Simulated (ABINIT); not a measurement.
Mg:

```xyz
1
Lattice="-1.7728 1.7728 1.7728 1.7728 -1.7728 1.7728 1.7728 1.7728 -1.7728" Properties=species:S:1:pos:R:3 pbc="T T T"
Mg    0.0000    0.0000    0.0000
```

This isn't the form of Mg at room conditions, which is hcp.

| Property | Result |
| --- | --- |
| Program | ABINIT 10.8.3 (patched build) |
| Task | relaxation of cell and atoms |
| Functional | revPBE |
| Dispersion | D3 |
| Potentials or basis | PseudoDojo NC SR PBE v0.4 stringent |
| Cutoff | 1143 eV |
| k mesh | 11 × 11 × 11 |
| Occupations | fermi-dirac, width 0.02 eV |
| Spin | no spin polarisation |

At the start: pressure 1.3 GPa; volume 22.29 Å³/atom.

Problem. How do energy, volume and symmetry change on relaxing?

Solution. Over 4 steps the energy falls by 3.6 meV/atom and the volume is 23.18 Å³/atom (+4.0 %); space group Im-3m (No. 229, to 0.05 Å).

Step by step:
```tsv
step	energy change (eV)	largest force (eV/Å)	pressure (GPa)	volume (Å³)
1	0.0000	0.0000	1.31	22.29
2	-0.0007	0.0000	1.17	22.37
3	-0.0036	0.0000	0.02	23.17
4	-0.0036	0.0000	0.00	23.18
```

Final structure:
```xyz
1
Lattice="-1.7963 1.7963 1.7963 1.7963 -1.7963 1.7963 1.7963 1.7963 -1.7963" Properties=species:S:1:pos:R:3 pbc="T T T"
Mg    0.0000    0.0000    0.0000
```

Caveat: the potentials were made for another functional, which shifts forces and pressure; pairwise dispersion overbinds metals, which lowers pressure and volume.
